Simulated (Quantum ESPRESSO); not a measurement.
# 2H-MoS2, 2 layers, AA' stacking: a series in biaxial strain, part 3 of 8

Aim: how the results for 2H-MoS2, 2 layers, AA' stacking change with biaxial strain.

Quantum ESPRESSO 7.5; plane-wave DFT, PBE, GBRV ultrasoft pseudopotentials.

So far. Step 2 (Relaxing cell and ions of the reference):  The last row is no step: it is a fresh SCF in the final cell with a new plane-wave basis, +1 meV from the row before. Step 3 (Relaxation with pw.x, -4 %): The relaxation lowers the energy by 14 meV an atom.

## (4) Ground state, -4 %

The self-consistent run of this member.

Level of this step: plane-wave DFT, PBE, GBRV ultrasoft pseudopotentials (Quantum ESPRESSO 7.5).

m0.scf.in

```
&control
  prefix = 'm0.scf'
  outdir = './out'
  pseudo_dir = './pseudo'
  calculation = 'scf'
  tprnfor = .true.
/
&system
  ibrav = 0
  nat = 6
  ntyp = 2
  ecutwfc = 40
  ecutrho = 200
  occupations = 'smearing'
  smearing = 'fd'
  degauss = 0.002
  nbnd = 30
/
&electrons
  conv_thr = 1e-09
  mixing_beta = 0.4
  electron_maxstep = 120
  mixing_mode = 'plain'
/
ATOMIC_SPECIES
  S   32.0600  s_pbe_v1.4.uspp.F.UPF
  Mo  95.9500  mo_pbe_v1.uspp.F.UPF
CELL_PARAMETERS angstrom
  3.02703545664000 0.00000000000000 0.00000000000000
  -1.51351772832000 2.62148960352000 0.00000000000000
  0.00000000000000 0.00000000000000 24.72519547600000
ATOMIC_POSITIONS crystal
  S   0.333333333300 0.666666666700 0.309081629900
  Mo  0.000000000000 0.000000000000 0.374273526300
  S   0.333333333300 0.666666666700 0.439432943000
  S   0.000000000000 0.000000000000 0.560567057000
  Mo  0.333333333300 0.666666666700 0.625726473700
  S   0.000000000000 0.000000000000 0.690918370100
K_POINTS automatic
  12 12 1 0 0 0
```

The run is started by

```console
$ OMP_NUM_THREADS=1 mpirun -n 4 pw.x -nk 4 -in m0.scf.in > m0.scf.out
```

The log of the run:

```text
[banner, memory and clock lines left out]
Program PWSCF v.7.5 starts
[citation notice left out]

[...]
Message from routine setup:
[...]
bravais-lattice index     =            0
     lattice parameter (alat)  =       5.7203  a.u.
     unit-cell volume          =    1324.0427 (a.u.)^3
     number of atoms/cell      =            6
     number of atomic types    =            2
     number of electrons       =        52.00
     number of Kohn-Sham states=           30
     kinetic-energy cutoff     =      40.0000  Ry
     charge density cutoff     =     200.0000  Ry
     scf convergence threshold =      1.0E-09
     mixing beta               =       0.4000
     number of iterations used =            8  plain     mixing
     Exchange-correlation= SLA  PW   PBE  PBE
                           (   1   4   3   4   0   0   0)

[...]
PseudoPot. # 1 for S  read from file:
     ./pseudo/s_pbe_v1.4.uspp.F.UPF
     Pseudo is Ultrasoft + core correction, Zval =  6.0
     Generated by new atomic code, or converted to UPF format
     Using radial grid of  907 points,  6 beta functions with:
                l(1) =   0
                l(2) =   0
                l(3) =   1
                l(4) =   1
                l(5) =   2
                l(6) =   2
     Q(r) pseudized with  8 coefficients,  rinner =    1.300   1.300   1.300
                                                       1.300   1.300

     PseudoPot. # 2 for Mo read from file:
     ./pseudo/mo_pbe_v1.uspp.F.UPF
     Pseudo is Ultrasoft + core correction, Zval = 14.0
     Generated by new atomic code, or converted to UPF format
     Using radial grid of  889 points,  6 beta functions with:
                l(1) =   0
                l(2) =   0
                l(3) =   1
                l(4) =   1
                l(5) =   2
                l(6) =   2
     Q(r) pseudized with  6 coefficients,  rinner =    1.000   1.000   1.000
                                                       1.000   1.000

     atomic species   valence    mass     pseudopotential
     S                 6.00    32.06000     S ( 1.00)
     Mo               14.00    95.95000     Mo( 1.00)

     12 Sym. Ops., with inversion, found ( 6 have fractional translation)

[...]
number of k points=    19  Fermi-Dirac smearing, width (Ry)=  0.0020
[...]
Dense  grid:    63169 G-vectors     FFT dimensions: (  27,  27, 216)

     Smooth grid:    45297 G-vectors     FFT dimensions: (  24,  24, 192)

     Initial potential from superposition of free atoms

     starting charge      51.9977, renormalised to      52.0000

     negative rho (up, down):  2.645E-03 0.000E+00
     Starting wfcs are   42 randomized atomic wfcs

     per-process dynamical memory:    58.6 Mb

     Self-consistent Calculation

     iteration #  1     ecut=    40.00 Ry     beta= 0.40
     Davidson diagonalization with overlap
     ethr =  1.00E-02,  avg # of iterations =  2.0

     Threshold (ethr) on eigenvalues was too large:
     Diagonalizing with lowered threshold

     Davidson diagonalization with overlap
     ethr =  5.47E-04,  avg # of iterations =  2.0

     negative rho (up, down):  2.698E-03 0.000E+00

     total energy              =    -375.33134838 Ry
     estimated scf accuracy    <       0.34872747 Ry

     iteration #  2     ecut=    40.00 Ry     beta= 0.40
[...]
negative rho (up, down):  2.660E-03 0.000E+00

[...]
total energy              =    -375.36425980 Ry
     estimated scf accuracy    <       0.39163654 Ry

     iteration #  3     ecut=    40.00 Ry     beta= 0.40
[...]
negative rho (up, down):  2.672E-03 0.000E+00

[...]
total energy              =    -375.42001234 Ry
     estimated scf accuracy    <       0.01442673 Ry

     iteration #  4     ecut=    40.00 Ry     beta= 0.40
[...]
negative rho (up, down):  2.679E-03 0.000E+00

[...]
total energy              =    -375.42054107 Ry
     estimated scf accuracy    <       0.04520286 Ry

     iteration #  5     ecut=    40.00 Ry     beta= 0.40
[...]
negative rho (up, down):  2.686E-03 0.000E+00

[...]
total energy              =    -375.42229991 Ry
     estimated scf accuracy    <       0.00605862 Ry

     iteration #  6     ecut=    40.00 Ry     beta= 0.40
[...]
negative rho (up, down):  2.681E-03 0.000E+00

[...]
total energy              =    -375.42332128 Ry
     estimated scf accuracy    <       0.00726903 Ry

[...]
iteration # 13     ecut=    40.00 Ry     beta= 0.40
[...]
negative rho (up, down):  2.683E-03 0.000E+00

[...]
total energy              =    -375.42408630 Ry
     estimated scf accuracy    <       0.00000036 Ry

     iteration # 14     ecut=    40.00 Ry     beta= 0.40
[...]
negative rho (up, down):  2.683E-03 0.000E+00

[...]
total energy              =    -375.42408636 Ry
     estimated scf accuracy    <          7.3E-09 Ry

     iteration # 15     ecut=    40.00 Ry     beta= 0.40
[...]
negative rho (up, down):  2.683E-03 0.000E+00

[...]
total energy              =    -375.42408636 Ry
     estimated scf accuracy    <       0.00000001 Ry

     iteration # 16     ecut=    40.00 Ry     beta= 0.40
[...]
negative rho (up, down):  2.683E-03 0.000E+00

[...]
End of self-consistent calculation

          k = 0.0000 0.0000 0.0000 (  5615 PWs)   bands (ev):

   -57.7485 -57.7485 -31.9908 -31.9907 -31.5689 -31.5689 -31.5689 -31.5689
   -11.6743 -11.5118 -10.4513 -10.2095  -3.3478  -2.8017   0.0933   0.6824
     0.6824   0.6876   0.6876   1.1928   1.8991   1.8991   1.9201   1.9201
     2.1766   2.9999   6.1612   6.1613   6.1878   6.1878

          k = 0.0000 0.0962 0.0000 (  5642 PWs)   bands (ev):

   -57.7437 -57.7437 -31.9824 -31.9824 -31.6108 -31.6107 -31.5783 -31.5783
   -11.5499 -11.3877 -10.3884 -10.1538  -3.2054  -2.6586  -0.0897   0.4045
     0.4143   0.7916   0.8119   0.8199   1.6992   1.7228   1.8793   2.0404
     2.2270   2.9444   5.9202   5.9506   6.0173   6.0288

[...]
the Fermi energy is     3.6939 ev

!    total energy              =    -375.42408636 Ry
     estimated scf accuracy    <          1.2E-10 Ry
     smearing contrib. (-TS)   =      -0.00000000 Ry
     internal energy E=F+TS    =    -375.42408636 Ry

     The total energy is F=E-TS. E is the sum of the following terms:
     one-electron contribution =   -2806.49020310 Ry
     hartree contribution      =    1411.70817427 Ry
     xc contribution           =     -72.90664156 Ry
     ewald contribution        =    1092.26458403 Ry

     convergence has been achieved in  16 iterations

     negative rho (up, down):  2.683E-03 0.000E+00

     Forces acting on atoms (cartesian axes, Ry/au):

     atom    1 type  1   force =     0.00000000    0.00000000   -0.00456274
     atom    2 type  2   force =     0.00000000    0.00000000   -0.00252294
     atom    3 type  1   force =     0.00000000    0.00000000   -0.00021624
     atom    4 type  1   force =    -0.00000000   -0.00000000    0.00021624
     atom    5 type  2   force =    -0.00000000    0.00000000    0.00252294
     atom    6 type  1   force =     0.00000000    0.00000000    0.00456274

     Total force =     0.007380     Total SCF correction =     0.000049

[...]
```

Run time: 30 s. Hardware: 4 MPI ranks of Arm Neoverse V2, shared host; peak memory 0.44 GiB.

Numbers from this step:

- free energy: -5107.9049 eV
- Fermi energy: 3.694 eV
- valence top, on the run's zero: 3.074 eV
- conduction bottom, on the run's zero: 4.496 eV
- gap by band count: 1.422 eV

## (5) Electrostatic potential, -4 %

plot_num = 11 writes the bare and Hartree potential, from which vacuum levels or, in a crystal, the mean potential are read.

m0.pot.in

```
&inputpp
  prefix = 'm0.scf'
  outdir = './out'
  filplot = 'm0.pot.dat'
  plot_num = 11
/
```

The run is started by

```console
$ OMP_NUM_THREADS=1 mpirun -n 4 pp.x -in m0.pot.in > m0.pot.out
```

The log of the run:

```text
[banner, memory and clock lines left out]
Program POST-PROC v.7.5 starts

          URL

     ./out/m0.scf.save/

     IMPORTANT: XC functional enforced from input :
     Exchange-correlation= PBE
                           (   1   4   3   4   0   0   0)
     Any further DFT definition will be discarded
     Please, verify this is what you really want

     negative rho (up, down):  2.683E-03 0.000E+00

     Calling punch_plot, plot_num =  11
     Writing data to file  m0.pot.dat
     Message from routine chdens:
     namelist plot not found or invalid, exiting
```

Run time: 0.91 s. Hardware: 4 MPI ranks; peak memory 0.09 GiB.

Numbers from this step:

| Property | Result |
| --- | --- |
| slope of the potential above | 6.99e-5 eV/Å |
| upper vacuum line continued to the top atoms, over the valence top | 5.701 eV |
| slope of the potential below | -4.23e-5 eV/Å |
| lower vacuum line continued to the bottom atoms, over the valence top | 5.701 eV |
| vacuum level at the upper face over the valence top of the mesh | 5.702 eV |
| vacuum level at the lower face over the valence top of the mesh | 5.702 eV |

The potential energy, planar mean oscillates, so the rows of the table below give means over windows of 2 Å about each position, cut where the curve ends. Its maxima inside the range that stand out by 2 % of the span (Å: eV): 8.4: -5.81, 10.2: -5.90, 12.4: 4.73, 14.5: -5.90, 16.4: -5.81. Its minima: 7.7: -15.2, 9.3: -30.1, 10.9: -15.1, 13.9: -15.1, 15.5: -30.1, 17.1: -15.2.

Electrostatic potential energy of an electron; zero at the highest filled level of the SCF mesh. Table of potential energy, planar mean by z; means over each step:

```csv
z (Å),"potential energy, planar mean (eV)"
1.00,5.70
3.00,5.70
5.00,5.65
7.00,-3.79
9.00,-16.7
11.00,-6.97
13.00,-2.04
15.00,-16.9
17.00,-8.43
19.00,5.20
21.00,5.70
23.00,5.70
```

[end of part 3 of 8]

[Logs are printed without paths, hosts, clocks, repeated set-up lines and the standing remarks that a program may print on its own settings, such as how far it seeks lower states.]

[Hosts, paths, dates, database ids (printed as entryN), source tags and the programs' standing remarks are cut or masked in the printed files.]

[Maps of the electrostatic potential energy from Ansatz leave out the sawtooth potential of an applied field or a dipole correction, so their vacuum need not be flat; planar profiles and work functions include it.]
